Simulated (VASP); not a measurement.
Input of a VASP 6.6.1 run:

INCAR

```
PREC = Accurate
ENCUT = 600
EDIFF = 1E-7
ISMEAR = 0
SIGMA = 0.03
LREAL = F
LASPH = T
NELM = 80
ALGO = Normal
ISIF = 3
LWAVE = F
LCHARG = F
GGA = PS
IBRION = 2
NSW = 90
EDIFFG = -0.005
KPAR = 4
```

The input KPOINTS:

```
regular mesh
0
Gamma
  9 9 2
```

File POSCAR:

```
GeSb4Te7                                
1.0
    4.2563712966      0.0000000000     -0.0000000000
   -2.1281856483      3.6861256708      0.0000000000
   -0.0000000000     -0.0000000000     23.3425519166
  Ge              Sb              Te            
     1     4     7
Direct
     0.0000000000000000    0.0000000000000000    0.5000000000000000
     0.6666666699999979    0.3333333300000021    0.9160770868808343
     0.3333333300000021    0.6666666699999979    0.3440544258918819
     0.3333333300000021    0.6666666699999979    0.0839229131191654
     0.6666666699999979    0.3333333300000021    0.6559455741081179
     0.3333333300000021    0.6666666699999979    0.8425251240591424
     0.6666666699999979    0.3333333300000021    0.1574748759408578
     0.0000000000000000    0.0000000000000000    0.7293735816785302
     0.6666666699999979    0.3333333300000021    0.4290292664369715
     0.3333333300000021    0.6666666699999979    0.5709707335630285
     0.0000000000000000    0.0000000000000000    0.0000000000000000
     0.0000000000000000    0.0000000000000000    0.2706264183214700
```

Potentials or basis: VASP PAW PBE potentials, release 64 (Ge_d, Sb, Te).

Command:

```bash
$ cat potpaw_PBE.64/Ge_d/POTCAR potpaw_PBE.64/Sb/POTCAR potpaw_PBE.64/Te/POTCAR > POTCAR
$ mpirun -np 4 vasp_std > vasp.out
```

Question: Predict the relaxed cell.

Answer: a = 4.257 Å, b = 4.257 Å, c = 23.349 Å, α = 90.00°, β = 90.00°, γ = 120.00°.

Question: What does it give for the space group after relaxing (to 0.05 Å)?

Answer: P-3m1 (No. 164).

Forces in eV/Å, atoms in the order of the input:
```
Ge   0.000  0.000  0.000
Sb   0.000  0.000 -0.001
Sb   0.000  0.000  0.003
Sb   0.000  0.000  0.001
Sb   0.000  0.000 -0.003
Te   0.000  0.000 -0.001
Te   0.000  0.000  0.001
Te   0.000  0.000 -0.001
Te   0.000  0.000  0.004
Te   0.000  0.000 -0.004
Te   0.000  0.000  0.000
Te   0.000  0.000  0.001
```

Caveat: the PAW data sets were made with another functional, which shifts forces and pressure a little.
